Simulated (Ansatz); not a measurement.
# A trial form of Al2Cu

Theory: DFT PBE, scalar-relativistic, plane waves, PAW (Ansatz 0.2.0). Cutoff 420 eV, Gaussian smearing, Γ-centred meshes. Cell and atoms relax first on a coarse mesh, the cell is then made exact in the group found at 0.06 to 0.08 Å, and last on a converged mesh; the steps can't lower the symmetry of their start. No spin polarisation.

The guess for Al2Cu was proposed by analogy with related compounds (P4/mmm, No. 123). Its size is a guess.

```
Al Cu
1.0
     2.85000    0.00000    0.00000
     0.00000    2.85000    0.00000
     0.00000    0.00000    5.30000
Al Cu
2 1
Direct
  0.50000 0.50000 0.74000
  0.50000 0.50000 0.26000
  0.00000 0.00000 0.00000
```

The zero of energy is the elements' standard structures at the same level; no fitted shifts are applied.

**Question.** What does it relax into?

**Answer.** The symmetry stays P4/mmm (No. 123). The volume per atom grows by 9.7 %, from 14.3 to 15.7 Å³. The shortest distance goes from 2.44 Å (Al–Cu) to 2.58 Å (Al–Cu). The ratio c/a of the conventional cell changes by a factor of 1.10. Conventional cell: a = 2.845 Å, c = 5.833 Å. Al has 4 Cu at 2.58 Å, 1 Al at 2.60 Å, 4 Al at 2.84 Å and 1 Al at 3.23 Å; around Cu lie 8 Al at 2.58 Å and 4 Cu at 2.84 Å.

```xyz
3
Lattice="2.8447 0.0000 0.0000 0.0000 2.8447 0.0000 0.0000 0.0000 5.8332" Properties=species:S:1:pos:R:3 pbc="T T T"
Al    1.4224    1.4224    4.2178
Al    1.4224    1.4224    1.6154
Cu    0.0000    0.0000    0.0000
```

**Question.** How does it come out in energy, and is it a metal?

**Answer.**

* Formation energy: −0.11 eV/atom
* Gap on the 12×12×6 mesh of the 3-atom cell: 0 eV (a metal)

The last run used Gaussian smearing of 0.10 eV. A later test with randomly moved atoms came back to the same energy, though modes that don't fit the test's cell weren't probed. Another cell of the same search, in Fm-3m, lies 75 meV/atom lower, so this cell isn't the stable form at this level.
